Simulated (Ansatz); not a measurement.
Input deck for Ansatz 0.2.0, then the block of the output on the nuclei.

The cell is an entry of the Crystallography Open Database (COD), its atoms then relaxed with PBE in this cell.

```yaml
crystal:
  lattice:
    - [-3.6515, 3.6515, 3.292]
    - [3.6515, -3.6515, 3.292]
    - [3.6515, 3.6515, -3.292]
  atoms:
    - { symbol: V, position: [0.5, 0.5, 0.0] }
    - { symbol: V, position: [0.25, 0.75, 0.5] }
    - { symbol: Bi, position: [0.75, 0.25, 0.5] }
    - { symbol: Bi, position: [0.0, 0.0, 0.0] }
    - { symbol: O, position: [0.1508117925, 0.3324979492, 0.8183138433] }
    - { symbol: O, position: [0.0824979492, 0.7641841059, 0.6816861567] }
    - { symbol: O, position: [0.5141841059, 0.3324979492, 0.1816861567] }
    - { symbol: O, position: [0.0824979492, 0.4008117925, 0.3183138433] }
    - { symbol: O, position: [0.5991882075, 0.9175020508, 0.6816861567] }
    - { symbol: O, position: [0.6675020508, 0.8491882075, 0.1816861567] }
    - { symbol: O, position: [0.2358158941, 0.9175020508, 0.3183138433] }
    - { symbol: O, position: [0.6675020508, 0.4858158941, 0.8183138433] }
kpoints:
  mp_grid: { grid: [4, 4, 4] }
scf:
  occupations: { method: fermi_dirac, width: 0.02 }
hamiltonian:
  xc: r2scan
  pseudopotentials: { kind: paw }
output:
  forces: true
  stress: true
  populations: true
  efg:
    quadrupole_moments_barn: { V: -0.052, Bi: -0.516, O: -0.02558 }
    contact_densities: true
```

```sh
ansatz run input.yaml --threads 1 --pin off --max-ram 2560MiB --backend cpu --events-out ev --progress --plain --runs-dir out
```

Of the output, the block on the nuclei alone is shown; the set-up, the SCF iterations, energies, forces and stress are cut. One atom of each set with nearly equal values is shown.

```
--- PAW observables at the nuclei: V_zz in 10²¹ V/m², potentials from the cell's mean, atoms counted from 1 ---
  atom   1  V  V_zz =    -3.346205   η = 0.0000   by run symmetry: allowed   C_q = +4.2074 MHz
            electrostatic potential = -2687.951111 V   contact ρ = 65950.183826 e/Å³
  atom   3  Bi V_zz =   +13.315027   η = 0.0000   by run symmetry: allowed   C_q = -166.1293 MHz
            electrostatic potential = -17826.320942 V   contact ρ = 17899483.667413 e/Å³
  atom   5  O  V_zz =    -3.436607   η = 0.7091   by run symmetry: allowed   C_q = +2.1256 MHz
            electrostatic potential = -623.498528 V   contact ρ = 2154.217585 e/Å³
```

The run took 21 s of wall time (21 s of CPU time) and 0.97 GiB at its peak, on 1 thread of Intel Xeon Platinum 8488C (Sapphire Rapids) (x86_64; 2 cores open to the job, memory cap 2.5 GiB, no GPU), a shared host with a load of 0.5 a core.

At this cell the principal stresses reach 6 GPa in size with r2SCAN, which can matter for small gradients. The largest force is 0.3 eV/Å, so the atoms aren't at the calculated equilibrium and relaxing them would move these values. Spin–orbit coupling is left out, which shifts gradients on Bi by a few per cent, and by more where contributions nearly cancel.
